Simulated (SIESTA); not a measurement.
## HgSe under changes of volume

One of the cells (28.067 Å³/atom); the others are scaled copies at fixed shape and fractional positions:

```
Hg Se
1.0
     0.00000    3.03900    3.03900
     3.03900    0.00000    3.03900
     3.03900    3.03900    0.00000
Hg Se
1 1
Cartesian
  0.0000 0.0000 0.0000
  4.5585 4.5585 4.5585
```

| Property | Result |
| --- | --- |
| Program | SIESTA 5.4.2 |
| Functional | BLYP |
| Potentials or basis | PseudoDojo 0.4 standard (PBE files) |
| Basis | DZP (energy shift 0.003 Ry; two zetas on semicore shells) |
| Grid cutoff | 800 Ry |
| Energy shift | 0.003 Ry |
| k mesh | 8 × 8 × 8 |
| Occupations | fermi-dirac, width 0.05 eV |
| Spin | no spin polarisation |

| volume (Å³/atom) | energy over the lowest point (meV/atom) | pressure (GPa) |
| --- | --- | --- |
| 26.383 | 197.67 | 14.6 |
| 26.944 | 150.13 | 12.6 |
| 27.505 | 109.03 | 10.8 |
| 28.067 | 74.16 | 9.1 |
| 28.628 | ? | ? |
| 29.189 | 20.02 | 6.4 |
| 29.751 | 0.00 | 5.1 |

Task: What does the run at 28.628 Å³/atom give?

Result: Energy over the lowest point 44.58 meV/atom; pressure 7.7 GPa.

Worked out: A Birch-Murnaghan fit of order 3 (a polynomial in V^(-2/3)) to the other rows has no minimum within the range. It gives 44.59 meV/atom at 28.628 Å³/atom, against the run's 44.58, and -dE/dV = 7.7 GPa, against 7.7.

Energies are extrapolated to zero smearing.

Caveats: short orbitals over semicore shells can move pressures by several GPa; the potentials were made for another functional, which shifts forces and pressure; the basis of atomic orbitals isn't converged, which shifts pressures, moduli and gaps.
